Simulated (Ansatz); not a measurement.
Base system: a 16-atom supercell of InN in the zinc blende structure (space group F-43m, No. 216; a = 4.9992 Å) at its relaxed geometry.

Computed with r2SCAN in Ansatz (plane waves to 500 eV, PAW, scalar-relativistic without spin-orbit coupling).

One neutral defect a cell, atoms relaxed at fixed cell.

One change was made to it. Results:

The largest displacement of a host atom from its site in the perfect cell is 0.15 Å; the pressure stays 0.0 GPa.

Q: What was done to the base?
A. N interstitial (started 2.04 Å from the nearest host atom)
B. In vacancy
C. H interstitial (started 2.16 Å from the nearest host atom), symmetric start

A: B, In vacancy. For comparison, the largest displacement of a host atom from its site in the perfect cell in the other runs: H interstitial (started 2.16 Å from the nearest host atom), symmetric start gives 0.01 Å; N interstitial (started 2.04 Å from the nearest host atom) gives 0.66 Å.

The cell is small, so the values are those of an ordered compound at a high defect concentration; dilute-limit values will differ. A case with no gap was solved on a k-mesh chosen for an insulator, which is coarse for it. Defects with a symmetric start kept the site's symmetry and may sit on a saddle; the others started slightly shaken. All final runs are without spin polarisation. This is not the structure that InN has at room temperature and ambient pressure.

Ansatz is an electronic-structure program.
